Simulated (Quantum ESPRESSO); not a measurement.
A run of Quantum ESPRESSO 7.5 is set up as follows.

Contents of pw.in:

```
&CONTROL
  calculation = 'scf'
  prefix = 'pwscf'
  outdir = './tmp'
  pseudo_dir = './pseudo'
  tprnfor = .true.
  tstress = .true.
  disk_io = 'low'
/
&SYSTEM
  ibrav = 0
  nat = 2
  ntyp = 2
  ecutwfc = 80
  nbnd = 22
  occupations = 'smearing'
  smearing = 'fd'
  degauss = 0.00367493
/
&ELECTRONS
  conv_thr = 4d-10
  electron_maxstep = 120
  mixing_beta = 0.5
/
ATOMIC_SPECIES
Pb   207.2000 Pb.upf
Te   127.6000 Te.upf
CELL_PARAMETERS angstrom
   0.0000000000    3.2310000000    3.2310000000
   3.2310000000    0.0000000000    3.2310000000
   3.2310000000    3.2310000000    0.0000000000
ATOMIC_POSITIONS crystal
Pb     0.0000000000    0.0000000000    0.0000000000
Te     0.5000000000    0.5000000000    0.5000000000
K_POINTS automatic
6 6 6 1 1 1
```

The input gamma.in:

```
&CONTROL
  calculation = 'bands'
  prefix = 'pwscf'
  outdir = './tmp'
  pseudo_dir = './pseudo'
  disk_io = 'low'
  verbosity = 'high'
/
&SYSTEM
  ibrav = 0
  nat = 2
  ntyp = 2
  ecutwfc = 80
  nbnd = 22
  occupations = 'smearing'
  smearing = 'fd'
  degauss = 0.00367493
/
&ELECTRONS
  conv_thr = 1d-08
  electron_maxstep = 120
  mixing_beta = 0.5
  diago_full_acc = .true.
  startingwfc = 'random'
/
ATOMIC_SPECIES
Pb   207.2000 Pb.upf
Te   127.6000 Te.upf
CELL_PARAMETERS angstrom
   0.0000000000    3.2310000000    3.2310000000
   3.2310000000    0.0000000000    3.2310000000
   3.2310000000    3.2310000000    0.0000000000
ATOMIC_POSITIONS crystal
Pb     0.0000000000    0.0000000000    0.0000000000
Te     0.5000000000    0.5000000000    0.5000000000
K_POINTS crystal
1
0.0 0.0 0.0 1
```

The input scf2.in:

```
&CONTROL
  calculation = 'scf'
  prefix = 'pwscf'
  outdir = './tmp'
  pseudo_dir = './pseudo'
  tprnfor = .true.
  tstress = .true.
  disk_io = 'low'
/
&SYSTEM
  ibrav = 0
  nat = 2
  ntyp = 2
  ecutwfc = 80
  nbnd = 22
  occupations = 'fixed'
/
&ELECTRONS
  conv_thr = 1d-13
  electron_maxstep = 120
  mixing_beta = 0.5
  startingpot = 'file'
/
ATOMIC_SPECIES
Pb   207.2000 Pb.upf
Te   127.6000 Te.upf
CELL_PARAMETERS angstrom
   0.0000000000    3.2310000000    3.2310000000
   3.2310000000    0.0000000000    3.2310000000
   3.2310000000    3.2310000000    0.0000000000
ATOMIC_POSITIONS crystal
Pb     0.0000000000    0.0000000000    0.0000000000
Te     0.5000000000    0.5000000000    0.5000000000
K_POINTS automatic
6 6 6 1 1 1
```

The input ph.in:

```
dielectric of TePb
&INPUTPH
  prefix = 'pwscf'
  outdir = './tmp'
  tr2_ph = 1d-18
  fildyn = 'dyn'
  niter_ph = 90
  alpha_mix(1) = 0.7
  epsil = .true.
  trans = .false.
  zeu = .true.
/
0.0000000000 0.0000000000 0.0000000000
```

Potentials or basis: PseudoDojo 0.4.1 SR PBE standard.

Command:

```console
$ OMP_NUM_THREADS=1 pw.x -in pw.in > pw.out
$ OMP_NUM_THREADS=1 pw.x -in gamma.in > gamma.out
$ OMP_NUM_THREADS=1 pw.x -in scf2.in > scf2.out
$ OMP_NUM_THREADS=1 ph.x -in ph.in > ph.out
```

Problem. Estimate the electronic dielectric tensor (diagonal).

Solution. 28.35.

Problem. Predict the Born charges (mean of the diagonal).

Solution. Pb +5.72; Te -5.71 e.

Problem. Estimate the pressure.

Solution. 2.1 GPa.

Born effective charge tensors (e):
atom 1, Pb
```
5.72 0.00 0.00
0.00 5.72 0.00
0.00 0.00 5.72
```
atom 2, Te
```
-5.71  0.00  0.00
 0.00 -5.71  0.00
 0.00  0.00 -5.71
```

Spin-orbit coupling is left out, which matters for the levels of Pb, Te.

**Measured values to compare with.**

From a printed reference work, monograph, for a bulk crystal of TePb at 77 K: high-frequency dielectric constant 36.9.

Measured high-frequency dielectric constant of TePb: 36.9 (77 K; a printed reference work, monograph). This calculation gives 28.35 (-23.2 %). 2 values of this kind are on record (32.8 to 36.9); this one was drawn at random.
